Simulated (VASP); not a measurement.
TaC:

```
Ta C
1.0
     0.00000    2.22137    2.22137
     2.22137    0.00000    2.22137
     2.22137    2.22137    0.00000
Ta C
1 1
Direct
  0.00000 0.00000 0.00000
  0.50000 0.50000 0.50000
```

The cell is a database's computed one.

Base run:

| Property | Result |
| --- | --- |
| Program | VASP 6.6.1 |
| Functional | PBEsol |
| Potentials or basis | VASP PAW PBE potentials, release 64 (Ta_pv, C) |
| Cutoff | 700 eV |
| k mesh | 16 × 16 × 16 |
| Occupations | gaussian, width 0.1 eV |
| Spin | no spin polarisation |

Its results: band gap on the k mesh none (metal or under the smearing width); pressure 0.0 GPa.

The run is repeated on the same cell with these changes: functional from PBEsol to r2SCAN; cutoff from 700 eV to 520 eV. What comes out?

Band gap on the k mesh none (metal or under the smearing width); pressure 5.9 GPa.

Caveats: the PAW data sets were made with another functional, which shifts forces and pressure a little.
